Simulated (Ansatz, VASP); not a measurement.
**B: VASP beside Ansatz**

```xyz
1
Lattice="1.8821 0.0000 0.0000 0.0000 1.8821 0.0000 0.0000 0.0000 1.8821" Properties=species:S:1:pos:R:3 pbc="T T T"
B     0.0000    0.0000    0.0000
```

Alike in both runs: functional PBEsol; k mesh 8 × 8 × 8; occupations gaussian, width 0.1 eV; no spin polarisation.

Ansatz relaxed the structure, and its values are those at the end. VASP's run is a single point on that final structure, the one shown.

```csv
,VASP,Ansatz
version,VASP 6.6.1,Ansatz 0.2.0
potentials or method,"VASP PAW PBE potentials, release 64 (B)","scalar-relativistic, plane waves, PAW"
plane-wave cutoff (eV),520,420
valence electrons in the cell,3,3
```

```csv
,VASP,Ansatz,Ansatz less VASP
gap on the k mesh at the Fermi level (eV),none,none,-
pressure (GPa),0.1,-0.2,-0.33
```

A gap of «none» marks a metal or a gap that the smearing closes. With one functional, cell and mesh, what is left measures potentials, basis and numerics.

Caveats: the k mesh is coarse (spacing up to 0.42 Å⁻¹), so the values aren't converged; the PAW data sets were made with another functional, which shifts forces and pressure a little (VASP).
